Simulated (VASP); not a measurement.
A run of VASP 6.6.1 is set up as follows.

INCAR

```
ALGO = Normal ; EDIFF = 1E-6
ENCUT = 520 ; GGA = PE
ISIF = 2 ; ISMEAR = 0
ISPIN = 2 ; LASPH = T
LCHARG = F ; LMAXMIX = 4
LORBIT = 11 ; LREAL = F
LWAVE = F ; MAGMOM = 2
NBANDS = 16 ; NELM = 120
PREC = Accurate ; SIGMA = 0.02
```

File KPOINTS:

```
k-points
0
Gamma
  12 12 12
```

The input POSCAR:

```
V
1.0
   -1.5143500000      1.5143500000      1.5143500000
    1.5143500000     -1.5143500000      1.5143500000
    1.5143500000      1.5143500000     -1.5143500000
V
1
Direct
    0.0000000000      0.0000000000      0.0000000000
```

Potentials or basis: VASP PAW PBE potentials, release 64 (V_sv).

The run is started by

```bash
$ cat potpaw_PBE.64/V_sv/POTCAR > POTCAR
$ mpirun -np 1 vasp_std > vasp.out
```

Task: Estimate the site moments.

Result: V +0.11 μB.

Task: What does it give for the pressure?

Result: -5.2 GPa.

Task: Predict the band gap on the k mesh.

Result: None (metal or under the smearing width).

Task: Estimate the net moment.

Result: 0.12 μB per cell.
